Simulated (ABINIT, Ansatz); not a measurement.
## BeTe (F-43m): G0W0 on several meshes in ABINIT

How does the mesh move the gap of BeTe (F-43m)?

Program: ABINIT 10.8.3. Level of theory: PBE and many-body steps on it, plane waves. Results are calculated unless marked as measured.

## Step 1: The starting structure

The structure is cubic, space group F-43m (No. 216). Conventional cell: a = 5.663 Å, b = 5.663 Å, c = 5.663 Å, α = 90.00°, β = 90.00°, γ = 90.00°. Be has 4 Te at 2.45 Å nearest. Nearest to Te lie 4 Be at 2.45 Å. Farther neighbours and most contacts between anions are not listed.

The cell and positions are those that the Materials Project relaxed with its own functionals (PBE, PBE+U or r2SCAN), kept fixed. Spin-orbit coupling is left out unless a step names it.

## Step 2: Empty states on the mesh, 6×6×6 mesh, 429 bands

This step: ABINIT 10.8.3; DFT, PBE, plane waves, norm-conserving pseudopotentials.

The sums over transitions need many empty states on a uniform mesh; this step solves for them.

run.abi reads:

```
acell 3*1.0 Angstrom
rprim 
  -0.000000000000 2.831458787600 2.831458787600
  2.831458787600 0.000000000000 2.831458787600
  2.831458787600 2.831458787600 0.000000000000
ntypat 2
znucl 4 52
natom 2
typat 1 2
xred 
  0.000000000000 0.000000000000 0.000000000000
  0.750000000000 0.750000000000 0.750000000000
pp_dirpath "pseudos"
pseudos "Be.upf, Te.upf"
ecut 49
ngkpt 6 6 6
nshiftk 1
shiftk 0 0 0
kptopt 1
chksymbreak 0
irdden 1
istwfk *1
nband 429
prtvol 0
optdriver 6
gwr_task "HDIAGO"
paral_kgb 0
occopt 1
indata_prefix "in"
outdata_prefix "out"
tmpdata_prefix "tmp"
```

The run is started by

```sh
$ OMP_NUM_THREADS=1 mpirun -n 8 abinit run.abi > log
```

Log:

```text
.Version 10.8.3 of ABINIT. v10.8.2 released Aug 2026.

 Symmetries : space group F-4 3 m (#216); Bravais cF (face-center cubic)
[... echo of the input left out ...]
== DATASET  1 ==================================================================
-   mpi_nproc: 8, omp_nthreads: 1 (-1 if OMP is not activated)

--- !DatasetInfo
iteration_state: {dtset: 1, }
dimensions: {natom: 2, nkpt: 16, mband: 429, nsppol: 1, nspinor: 1, nspden: 1, mpw: 5040, }
cutoff_energies: {ecut:  49.0, pawecutdg:  -1.0, }
[...]
Indirect band gap semiconductor
 Fundamental gap:     2.027 (eV)
   VBM:     5.603 (eV) at k: [ 0.0000E+00,  0.0000E+00,  0.0000E+00]
   CBM:     7.630 (eV) at k: [ 5.0000E-01,  5.0000E-01,  0.0000E+00]
 Direct gap:         3.644 (eV) at k: [ 0.0000E+00,  0.0000E+00,  0.0000E+00]

== END DATASET(S) ==============================================================
================================================================================

 -outvars: echo values of variables after computation  --------
           etotal      0.0000000000E+00
            nband         429
             nkpt          16
          spgroup         216
 [... the other variables as echoed above ...]

 Calculation completed.
```

Elapsed: 4.9 min, on 8 MPI ranks of Arm Neoverse N1, shared host; peak memory 11 GiB; 39 min of CPU time.

This step gave:

```
gap                                                           : 2.027 eV
k of the valence top                                          : 0, 0, 0
k of the conduction bottom                                    : 0.5, 0.5, 0
least direct gap                                              : 3.644 eV
k points computed                                             : 16
lowest point of the top converged band, above the valence top : 236.4111 eV
```

On this mesh the gap is 2.027 eV.

The density comes from a self-consistent run that is not shown.

## Step 3: Screening, 6×6×6 mesh, 180 bands, screening to 212.2 eV

The RPA dielectric matrix is built and inverted for each q.

This step: RPA screening on PBE, plane waves, norm-conserving pseudopotentials.

run.abi, as its differences from that of step 2:

```diff
@@ -20,10 +20,11 @@
 chksymbreak 0
-irdden 1
 istwfk *1
-nband 429
-prtvol 0
-optdriver 6
-gwr_task "HDIAGO"
-paral_kgb 0
 occopt 1
+irdwfk 1
+optdriver 3
+nband 180
+ecuteps 7.8
+inclvkb 2
+awtr 1
+symchi 1
 indata_prefix "in"
```

Log:

```text
.Version 10.8.3 of ABINIT. v10.8.2 released Aug 2026.

 Symmetries : space group F-4 3 m (#216); Bravais cF (face-center cubic)
[... echo of the input left out ...]
== DATASET  1 ==================================================================
-   mpi_nproc: 8, omp_nthreads: 1 (-1 if OMP is not activated)

--- !DatasetInfo
iteration_state: {dtset: 1, }
dimensions: {natom: 2, nkpt: 16, mband: 180, nsppol: 1, nspinor: 1, nspden: 1, mpw: 5040, }
cutoff_energies: {ecut:  49.0, pawecutdg:  -1.0, }
electrons: {nelect:   2.80000000E+01, charge:   0.00000000E+00, occopt:   1.00000000E+00, tsmear:   1.00000000E-02, }

 SCREENING: Calculation of the susceptibility and dielectric matrices

 Based on a program developped by R.W. Godby, V. Olevano, G. Onida, and L. Reining.
 Incorporated in ABINIT by V. Olevano, G.-M. Rignanese, and M. Torrent.
.Using double precision arithmetic ; gwpc =  8

[... cell and pseudopotentials left out ...]
--------------------------------------------------------------------------------

 ==== K-mesh for the wavefunctions ====
 Number of points in the irreducible wedge :    16
[... list of points left out ...]
 Together with 24 symmetry operations and time-reversal symmetry
 yields   216 points in the full Brillouin Zone.

 ==== Q-mesh for the screening function ====
 Number of points in the irreducible wedge :    16
[... list of points left out ...]
 Together with 24 symmetry operations and time-reversal symmetry
 yields   216 points in the full Brillouin Zone.

 setmesh: FFT mesh size selected  =    36x   36x   36
          total number of points  =        46656

 vcoul_init : cutoff-mode = AUXILIARY_FUNCTION
 q-points for optical limit:   1
     1)      0.000010    0.000020    0.000030

- screening: taking advantage of time-reversal symmetry
- Maximum band index for partially occupied states nbvw = 14
- Remaining bands to be divided among processors   nbcw = 166
- Number of bands treated by each node ~20

 Number of electrons calculated from density =   28.0000; Expected =   28.0000
 average of density, n =  0.091390
 r_s =    1.3772
 omega_plasma =   29.1612 [eV]

 calculating chi0 at frequencies [eV] :
  1    0.000000E+00    0.000000E+00
  2    0.000000E+00    2.916124E+01

--------------------------------------------------------------------------------
  q-point number  1        q = ( 0.000000, 0.000000, 0.000000) [r.l.u.]
--------------------------------------------------------------------------------
[... chi0 elements left out ...]
 For q-point:  0.000010 0.000020 0.000030
  dielectric constant =   7.3312
  dielectric constant without local fields =   8.4843

  Average fulfillment of the sum rule on Im[epsilon] for q-point    1 :     73.99  [%]
[... wings left out ...]
  q-point number  2        q = ( 0.166667, 0.000000, 0.000000) [r.l.u.]
--------------------------------------------------------------------------------
[... chi0 elements left out ...]
  Average fulfillment of the sum rule on Im[epsilon] for q-point    2 :     82.50  [%]

 [... 14 further q-points ...]
```

Run time: 17 min. Hardware: 8 MPI ranks; peak memory 4.6 GiB.

This step gave:

| Quantity | Value |
| --- | --- |
| ε∞ with local fields, on this mesh, along the program's q direction | 7.331 |
| the same without local fields | 8.484 |
| plasma frequency | 29.16 eV |
| plane waves in the screening matrix | 331 |

Local fields lower ε∞ by 14 %.

## Step 4: 6×6×6

The self-energy is evaluated for the states that the input lists, and the levels follow from it, in one-shot runs by the linearised quasiparticle equation.

This step: G0W0 on PBE, plane waves, norm-conserving pseudopotentials.

run.abi, as its differences from that of step 3:

```diff
@@ -23,8 +23,17 @@
 irdwfk 1
-optdriver 3
+optdriver 4
 nband 180
+gwcalctyp 0
+ecutsigx 49
+symsigma 1
+nkptgw 2
+kptgw 
+  0.0000000000 0.0000000000 0.0000000000
+  0.5000000000 0.5000000000 0.0000000000
+bdgw 
+  12 17
+  13 16
 ecuteps 7.8
-inclvkb 2
-awtr 1
-symchi 1
+irdscr 1
+ppmodel 1
 indata_prefix "in"
```

Log:

```text
.Version 10.8.3 of ABINIT. v10.8.2 released Aug 2026.

 Symmetries : space group F-4 3 m (#216); Bravais cF (face-center cubic)
[... echo of the input left out ...]
== DATASET  1 ==================================================================
-   mpi_nproc: 8, omp_nthreads: 1 (-1 if OMP is not activated)

--- !DatasetInfo
iteration_state: {dtset: 1, }
dimensions: {natom: 2, nkpt: 16, mband: 180, nsppol: 1, nspinor: 1, nspden: 1, mpw: 5040, }
cutoff_energies: {ecut:  49.0, pawecutdg:  -1.0, }
electrons: {nelect:   2.80000000E+01, charge:   0.00000000E+00, occopt:   1.00000000E+00, tsmear:   1.00000000E-02, }

 SIGMA: Calculation of the GW corrections

 Based on a program developped by R.W. Godby, V. Olevano, G. Onida, and L. Reining.
 Incorporated in ABINIT by V. Olevano, G.-M. Rignanese, and M. Torrent.
.Using double precision arithmetic ; gwpc =  8

[... cell and pseudopotentials left out ...]
--------------------------------------------------------------------------------

 ==== K-mesh for the wavefunctions ====
 Number of points in the irreducible wedge :    16
[... list of points left out ...]
 Together with 24 symmetry operations and time-reversal symmetry
 yields   216 points in the full Brillouin Zone.

 ==== Q-mesh for screening function ====
 Number of points in the irreducible wedge :    16
[... list of points left out ...]
 Together with 24 symmetry operations and time-reversal symmetry
 yields   216 points in the full Brillouin Zone.

 vcoul_init : cutoff-mode = AUXILIARY_FUNCTION
 q-points for optical limit:   1
     1)      0.000010    0.000020    0.000030
 setmesh: FFT mesh size selected  =    48x   48x   48
          total number of points  =       110592

 Number of electrons calculated from density =   28.0000; Expected =   28.0000
 average of density, n =  0.091390
 r_s =    1.3772
 omega_plasma =   29.1612 [eV]

 === KS Band Gaps ===
  >>>> For spin  1
   Minimum direct gap =   3.6438 [eV], located at k-point      :   0.0000  0.0000  0.0000
   Fundamental gap    =   2.0272 [eV], Top of valence bands at :   0.0000  0.0000  0.0000
                                       Bottom of conduction at :   0.5000  0.5000  0.0000
 SIGMA fundamental parameters:
 PLASMON POLE MODEL  1
 number of plane-waves for SigmaX                 5029
 number of plane-waves for SigmaC and W            331
 number of plane-waves for wavefunctions          5029
 number of bands                                   180
 number of independent spin polarizations            1
 number of spinorial components                      1
 number of k-points in IBZ                          16
 number of q-points in IBZ                          16
 number of symmetry operations                      24
 number of k-points in BZ                          216
 number of q-points in BZ                          216
 number of frequencies for dSigma/dE                 9
 frequency step for dSigma/dE [eV]                0.25
 number of omega for Sigma on real axis              0
 max omega for Sigma on real axis  [eV]           0.00
 zcut for avoiding poles [eV]                     0.10

 EPSILON^-1 parameters (SCR file):
 dimension of the eps^-1 matrix on file            331
 dimension of the eps^-1 matrix used               331
 number of plane-waves for wavefunctions          5029
 number of bands                                   180
 number of q-points in IBZ                          16
 number of frequencies                               2
 number of real frequencies                          1
 number of imag frequencies                          1

 matrix elements of self-energy operator (all in [eV])

 Perturbative Calculation

--- !SelfEnergy_ee
iteration_state: {dtset: 1, }
kpoint     : [   0.000,    0.000,    0.000, ]
spin       : 1
KS_gap     :    3.644
QP_gap     :    4.727
Delta_QP_KS:    1.083
data: !SigmaeeData |
     Band     E0 <VxcDFT>   SigX SigC(E0)      Z dSigC/dE  Sig(E)    E-E0       E
       12   5.603 -13.358 -15.092   0.681   0.804  -0.244 -14.204  -0.846   4.756
       13   5.603 -13.358 -15.092   0.681   0.804  -0.244 -14.204  -0.846   4.756
       14   5.603 -13.358 -15.092   0.681   0.804  -0.244 -14.204  -0.846   4.756
       15   9.247 -10.418  -5.939  -4.185   0.803  -0.245 -10.182   0.237   9.483
       16   9.247 -10.418  -5.939  -4.185   0.803  -0.245 -10.182   0.237   9.483
       17   9.247 -10.418  -5.939  -4.185   0.803  -0.245 -10.182   0.237   9.483

--- !SelfEnergy_ee
iteration_state: {dtset: 1, }
kpoint     : [   0.500,    0.500,    0.000, ]
spin       : 1
KS_gap     :    4.605
QP_gap     :    5.616
Delta_QP_KS:    1.010
data: !SigmaeeData |
     Band     E0 <VxcDFT>   SigX SigC(E0)      Z dSigC/dE  Sig(E)    E-E0       E
       13   3.025 -11.867 -14.660   1.515   0.790  -0.266 -12.877  -1.010   2.015
       14   3.025 -11.867 -14.660   1.515   0.790  -0.266 -12.877  -1.010   2.015
       15   7.630  -8.969  -5.172  -3.797   0.817  -0.224  -8.969   0.000   7.630
       16   8.313  -9.819  -5.887  -3.842   0.811  -0.233  -9.747   0.073   8.385

== END DATASET(S) ==============================================================
================================================================================

 -outvars: echo values of variables after computation  --------
           etotal      0.0000000000E+00
            nband         180
             nkpt          16
          spgroup         216
 [... the other variables as echoed above ...]

 Calculation completed.
```

Run time: 57 s. Hardware: 8 MPI ranks; peak memory 4.1 GiB.

Numbers from this step:

- G0W0 gap on the points computed: 2.874 eV
- starting gap on the mesh: 2.027 eV
- k of the valence top: 0, 0, 0
- k of the conduction bottom: 0.5, 0.5, 0
- Z at the valence top: 0.804
- Z at the conduction bottom: 0.817
- least direct G0W0 gap on the computed points: 4.727 eV

The gap on the mesh goes from 2.03 eV to 2.87 eV, a correction of +0.85 eV.

## Step 5: Empty states on the mesh, 4×4×4 mesh, 188 bands

This step: DFT, PBE, plane waves, norm-conserving pseudopotentials.

run.abi, as its differences from that of step 4:

```diff
@@ -15,3 +15,3 @@
 ecut 49
-ngkpt 6 6 6
+ngkpt 4 4 4
 nshiftk 1
@@ -20,20 +20,10 @@
 chksymbreak 0
+irdden 1
 istwfk *1
+nband 188
+prtvol 0
+optdriver 6
+gwr_task "HDIAGO"
+paral_kgb 0
 occopt 1
-irdwfk 1
-optdriver 4
-nband 180
-gwcalctyp 0
-ecutsigx 49
-symsigma 1
-nkptgw 2
-kptgw 
-  0.0000000000 0.0000000000 0.0000000000
-  0.5000000000 0.5000000000 0.0000000000
-bdgw 
-  12 17
-  13 16
-ecuteps 7.8
-irdscr 1
-ppmodel 1
 indata_prefix "in"
```

Log:

```text
[banner, memory and clock lines left out]
.Version 10.8.3 of ABINIT. v10.8.2 released Aug 2026.

 Symmetries : space group F-4 3 m (#216); Bravais cF (face-center cubic)
[... echo of the input left out ...]
== DATASET  1 ==================================================================
-   mpi_nproc: 8, omp_nthreads: 1 (-1 if OMP is not activated)

--- !DatasetInfo
iteration_state: {dtset: 1, }
dimensions: {natom: 2, nkpt: 8, mband: 188, nsppol: 1, nspinor: 1, nspden: 1, mpw: 5044, }
cutoff_energies: {ecut:  49.0, pawecutdg:  -1.0, }
[...]
Integrated=    2.8000E+01

 === KS gaps after direct diagonalization ===
 Indirect band gap semiconductor
 Fundamental gap:     2.027 (eV)
   VBM:     5.603 (eV) at k: [ 0.0000E+00,  0.0000E+00,  0.0000E+00]
   CBM:     7.630 (eV) at k: [ 5.0000E-01,  5.0000E-01,  0.0000E+00]
 Direct gap:         3.644 (eV) at k: [ 0.0000E+00,  0.0000E+00,  0.0000E+00]

== END DATASET(S) ==============================================================

 -outvars: echo values of variables after computation  --------
           etotal      0.0000000000E+00
            nband         188
             nkpt           8
          spgroup         216
 [... the other variables as echoed above ...]

 Calculation completed.
```

It took 3.9 min on 8 MPI ranks; peak memory 11 GiB; 31 min of CPU time.

This step gave:

* gap: 2.027 eV
* k of the valence top: 0, 0, 0
* k of the conduction bottom: 0.5, 0.5, 0
* least direct gap: 3.644 eV
* k points computed: 8
* lowest point of the top converged band, above the valence top: 120.9165 eV

On this mesh the gap is 2.027 eV.

(Part 1 of 2 ends here.)

[Paths, hosts, dates, memory and timing lines, banners, echoed tables and standing remarks are left out of the program output.]

[Logs are printed without paths, hosts, clocks, repeated set-up lines and the standing remarks that a program may print on its own settings, such as how far it seeks lower states.]

[Runs of the session that timed out or met a known fault of the program may be left out.]

[Hosts, paths, dates, database ids (printed as entryN), source tags and the programs' standing remarks are cut or masked in the printed files.]

[G0W0 gaps are taken among the corrected bands and points alone; a level outside them can change the order at an edge.]

[Where Ansatz stands beside ABINIT at settings called matched, ABINIT's density can come from a denser mesh and the files from another edition; pairs whose starting gaps differed by over 0.03 eV were left out, so agreement reads better than it is.]
